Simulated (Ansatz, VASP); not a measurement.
# Se in VASP and in Ansatz

POSCAR

```
Se
1.0
    4.3662000000      0.0000000000      0.0000000000
   -2.1831000000      3.7812401180      0.0000000000
    0.0000000000      0.0000000000      4.9536000000
Se
3
Direct
    0.7746000000      0.7746000000      0.0000000000
    0.0000000000      0.2254000000      0.6666666667
    0.2254000000      0.0000000000      0.3333333333
```

INCAR.step1

```
SYSTEM = Se
PREC = Accurate
ENCUT = 520
ISMEAR = -1
SIGMA = 0.05
LREAL = .False.
LASPH = .True.
NELM = 80
NBANDS = 16
GGA = PE
ALGO = Normal
EDIFF = 1E-4
LWAVE = .True.
LCHARG = .False.
```

The input INCAR.step2:

```
SYSTEM = Se
PREC = Accurate
ENCUT = 520
EDIFF = 1E-7
ISMEAR = -1
SIGMA = 0.05
LREAL = .False.
LASPH = .True.
NELM = 80
ALGO = Normal
ISIF = 2
LWAVE = .False.
LCHARG = .False.
METAGGA = R2SCAN
LMIXTAU = .True.
NBANDS = 16
ISTART = 1
```

KPOINTS

```
Automatic mesh
0
Gamma
  7 7 6
  0 0 0
```

Contents of input.yaml:

```yaml
crystal:
  lattice:
    - [4.3662, 0.0, 0.0]
    - [-2.1831, 3.781240118, 0.0]
    - [0.0, 0.0, 4.9536]
  atoms:
    - { symbol: Se, position: [0.7746, 0.7746, 0.0] }
    - { symbol: Se, position: [0.0, 0.2254, 0.6666666667] }
    - { symbol: Se, position: [0.2254, 0.0, 0.3333333333] }
hamiltonian:
  xc: r2scan
  pseudopotentials: { kind: paw }
kpoints:
  mp_grid: { grid: [7, 7, 6] }
scf:
  occupations: { method: fermi_dirac, width: 0.05 }
output:
  forces: true
  stress: true
  eigenvalues: true
  write_density: true
  write_potential: true
  elf: true
  volumetric_format: npy
```

Alike in both runs: task single point; functional r2SCAN; k mesh 7 × 7 × 6; occupations fermi-dirac, width 0.05 eV; no spin polarisation.

|  | VASP | Ansatz |
| --- | --- | --- |
| version | VASP 6.6.1 | Ansatz 0.2.0 |
| potentials or method | VASP PAW PBE potentials, release 64 (Se) | Ansatz PAW |
| plane-wave cutoff (eV) | 520 | 500 |
| valence electrons in the cell | 18 | 48 |

VASP gave:

- gap on the k mesh at the Fermi level (eV): 1.45
- least direct gap on the mesh (eV): 1.70
- pressure (GPa): 1.3
- largest component of the traceless stress (GPa): 0.56
- rms of the force components (eV/Å): 0.032

Estimate Ansatz's values.

gap on the k mesh at the Fermi level (eV): 1.46; least direct gap on the mesh (eV): 1.71; pressure (GPa): 1.3; largest component of the traceless stress (GPa): 0.57; rms of the force components (eV/Å): 0.031.

Atom by atom the forces differ by 0.002 eV/Å (rms over components). The two sets of potentials don't hold the same shells in valence.

Caveats: the PAW data sets were made with another functional, which shifts forces and pressure a little (VASP); an odd mesh through Γ misses points on the zone boundary, where band edges often lie (VASP); odd divisions of the mesh miss points on the zone boundary, where band edges often lie, so the gap on the mesh can be too wide (Ansatz); the PAW data sets come from PBE, with cores solved anew for the run's functional, which leaves a small shift of forces and pressure (Ansatz). r2SCAN opens gaps a little over a GGA but as a rule still falls short of measured ones.
